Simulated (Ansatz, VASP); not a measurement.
## One calculation of Mg, two programs

```
Mg
1.0
     3.17279    0.00000    0.00000
    -1.58639    2.74771    0.00000
     0.00000    0.00000    5.15838
Mg
2
Direct
  0.33333 0.66667 0.25000
  0.66667 0.33333 0.75000
```

Alike in both runs: task single point; functional BLYP; k mesh 18 × 18 × 10; occupations fermi-dirac, width 0.1 eV; no spin polarisation.

|  | VASP | Ansatz |
| --- | --- | --- |
| version | VASP 6.6.1 | Ansatz 0.2.0 |
| potentials or method | VASP PAW PBE potentials, release 64 (Mg) | plane waves (420 eV) with PAW, scalar-relativistic |
| plane-wave cutoff (eV) | 520 | 420 |
| valence electrons in the cell | 4 | 20 |

|  | VASP | Ansatz | Ansatz less VASP |
| --- | --- | --- | --- |
| pressure (GPa) | 1.4 | 1.5 | +0.04 |
| largest component of the traceless stress (GPa) | 0.07 | 0.07 | -0.002 |

The functional is the same, so the differences come from potentials, cutoffs and numerics. The two sets of potentials don't hold the same shells in valence.

Caveats: the PAW data sets were made with another functional, which shifts forces and pressure a little (VASP).
